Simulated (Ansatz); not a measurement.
# SnSe (element-swapped structure): how the settings move a single-point run

Aim: see which settings change the result for SnSe (element-swapped structure), by how much, and at what cost.

Computed with Ansatz 0.2.0 (reference: DFT PBE, plane waves, PAW, scalar-relativistic, no spin polarisation, unless a step's input says otherwise).

2 further runs of the same task are left out: 1 for a known fault of the program, 1 set aside as unsound or not needed.

### Step 1. The starting structure

The structure is hexagonal, space group P6_3/mmc (No. 194). Conventional cell: a = 3.983 Å, b = 3.983 Å, c = 16.944 Å, α = 90.00°, β = 90.00°, γ = 120.00°. Sn (site symmetry 3m) is surrounded by 1 Sn at 2.47 Å and 3 Se at 2.64 Å. Se (site symmetry 3m) is surrounded by 3 Sn at 2.64 Å.

Coordinates:

```xyz
8
Lattice="3.9829 0.0000 0.0000 -1.9915 3.4493 0.0000 0.0000 0.0000 16.9439" Properties=species:S:1:pos:R:3 pbc="T T T"
Sn    0.0000    2.2995    2.9991
Sn    1.9915    1.1498   11.4710
Sn    0.0000    2.2995    5.4729
Sn    1.9915    1.1498   13.9448
Se    0.0000    2.2995   10.1663
Se    1.9915    1.1498    1.6944
Se    0.0000    2.2995   15.2495
Se    1.9915    1.1498    6.7775
```

### Step 2. Reference

The input, input.yaml:

```yaml
crystal:
  lattice:
    - [3.98291, 0.0, 0.0]
    - [-1.991455, 3.449305, 0.0]
    - [0.0, 0.0, 16.943867]
  atoms:
    - { symbol: Sn, position: [0.33333, 0.66667, 0.177] }
    - { symbol: Sn, position: [0.66666, 0.33333, 0.677] }
    - { symbol: Sn, position: [0.33333, 0.66667, 0.323] }
    - { symbol: Sn, position: [0.66667, 0.33334, 0.823] }
    - { symbol: Se, position: [0.33333, 0.66667, 0.6] }
    - { symbol: Se, position: [0.66666, 0.33333, 0.1] }
    - { symbol: Se, position: [0.33333, 0.66667, 0.9] }
    - { symbol: Se, position: [0.66667, 0.33334, 0.4] }
  symmetry: { tolerance: 0.0003 }
kpoints:
  mp_grid: { grid: [5, 5, 1], shift: [0, 0, 0] }
magnetization:
  spin_polarized: false
scf:
  occupations: { method: fermi_dirac, width: 0.0166 }
hamiltonian:
  pseudopotentials: { kind: paw }
  xc: pbe
basis:
  ecutwfc: 420
output:
  forces: true
  stress: true
  eigenvalues: true
```

On the command line:

```bash
$ ansatz run input.yaml --threads 1 --pin off --max-ram 2560MiB --backend cpu --events-out ev --progress --plain --runs-dir out
```

### Step 3. Changed: starting moments, spin_polarized true, preconditioner ldos

The input, input.yaml:

```yaml
crystal:
  lattice:
    - [3.98291, 0.0, 0.0]
    - [-1.991455, 3.449305, 0.0]
    - [0.0, 0.0, 16.943867]
  atoms:
    - { symbol: Sn, position: [0.33333, 0.66667, 0.177], spin: -1.0 }
    - { symbol: Sn, position: [0.66666, 0.33333, 0.677], spin: 2.0 }
    - { symbol: Sn, position: [0.33333, 0.66667, 0.323], spin: 1.0 }
    - { symbol: Sn, position: [0.66667, 0.33334, 0.823], spin: 4.0 }
    - { symbol: Se, position: [0.33333, 0.66667, 0.6], spin: -2.0 }
    - { symbol: Se, position: [0.66666, 0.33333, 0.1], spin: 1.0 }
    - { symbol: Se, position: [0.33333, 0.66667, 0.9], spin: -0.5 }
    - { symbol: Se, position: [0.66667, 0.33334, 0.4], spin: 1.0 }
  symmetry: { tolerance: 0.0003 }
kpoints:
  mp_grid: { grid: [5, 5, 1], shift: [0, 0, 0] }
magnetization:
  spin_polarized: true
scf:
  occupations: { method: fermi_dirac, width: 0.0166 }
  mixing: { preconditioner: ldos }
hamiltonian:
  pseudopotentials: { kind: paw }
  xc: pbe
basis:
  ecutwfc: 420
output:
  forces: true
  stress: true
  eigenvalues: true
```

### Step 4. Variant: scf.algorithm direct_min

Changes to input.yaml since step 2:

```diff
@@ -21,2 +21,3 @@
   occupations: { method: fermi_dirac, width: 0.0166 }
+  algorithm: direct_min
 hamiltonian:
@@ -30 +31,5 @@
   eigenvalues: true
+  write_density: true
+  write_potential: true
+  elf: true
+  volumetric_format: npy
```

What does the calculation give? Wanted: for each run, ending; energy change; pressure; gap; abs. moment; force.

As calculated:

```
                                                          run     ending  energy change  pressure (GPa)  gap (eV)  abs. moment (μB)  force (eV/Å)  cycles   time
                                                    reference  converged              0             9.6      0.00              0.00          3.12      10  9.8 s
1: starting moments, spin_polarized true, preconditioner ldos  converged   0.0 meV/atom             9.6         -              0.26          3.13      23   71 s
                                  2: scf.algorithm direct_min  converged   0.0 meV/atom             9.6      0.00              0.00          3.12       6   45 s
```

Times don't compare one to one where runs were asked for different outputs or read a saved state (see the inputs); cycles may leave out searches for a lower state.

Residual by cycle in the longest SCF loop of each run; runs are numbered as in the table. The quantity is the density residual dr2, in eV.

```
cycle  reference    run 1   run 2
    1      0.224     2.14   0.225
    3     0.0289     0.62  3.2e-4
    5     3.3e-4    0.035  9.7e-7
    7     6.5e-6  0.00256       -
    9     1.3e-7   8.0e-4       -
   11          -  0.00159       -
   13          -   1.2e-4       -
   15          -   1.2e-5       -
   17          -   1.7e-7       -
   19          -   7.2e-8       -
   21          -   1.9e-8       -
   23          -   4.0e-9       -
```

Of the converged runs whose energies compare with the reference's, none moves it noticeably. Semilocal functionals close small gaps, so the missing gap need not be the real solid's.

Caveats on the reference run: its mesh is coarse for a cell with so small a gap or none; the cell is far from equilibrium (10 GPa, forces up to 3.1 eV/Å), so its values aren't those of the relaxed material; the structure is made up and not relaxed.
